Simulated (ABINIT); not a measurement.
A run of ABINIT 10.8.3 (patched build) is set up as follows.

Contents of run.abi:

```
# Pseudopotentials
pp_dirpath "./"
pseudos "Mn.upf, O.upf"

# Structure
acell 3*1.0
rprim
     0.0000000000     4.2025764847     4.2025764847
     4.2025764847     0.0000000000     4.2025764847
     4.2025764847     4.2025764847     0.0000000000
ntypat 2
znucl 25 8
natom 2
typat 1 2
xred
     0.0000000000     0.0000000000     0.0000000000
     0.5000000000     0.5000000000     0.5000000000

# Plane-wave basis
ecut 48.0

# k points
kptopt 1
ngkpt 10 10 10
nshiftk 1
shiftk 0.0 0.0 0.0

# Exchange and correlation
ixc -116133

# Bands and occupations
nband 16
occopt 3
tsmear 0.00183747

# Spin
nsppol 2
spinat
     0.0000000000     0.0000000000     5.0000000000
     0.0000000000     0.0000000000     0.0000000000

# SCF cycle
nstep 100
tolvrs 1.0e-10

# Output
iomode 3
prtwf 0
prteig 0
prtebands 0
prtden 1
prtvha 1
prtvclmb 1
prtpot 1
```

Potentials or basis: PseudoDojo NC SR PBEsol v0.4.1 standard.

Run with:

```sh
$ abinit run.abi > log 2>&1
```

Q: Estimate the net moment.

A: 4.80 μB per cell.

Q: Predict the band gap on the k mesh.

A: None (metal or under the smearing width).

Caveat: a cell with one magnetic atom can't hold antiferromagnetic order, which such compounds often take; semilocal functionals often make such compounds metallic where correlation or magnetic order opens a gap, which also shifts bond lengths. With open d or f shells a metallic result of PBEsol can be an artefact of self-interaction; +U or a hybrid may open a gap.
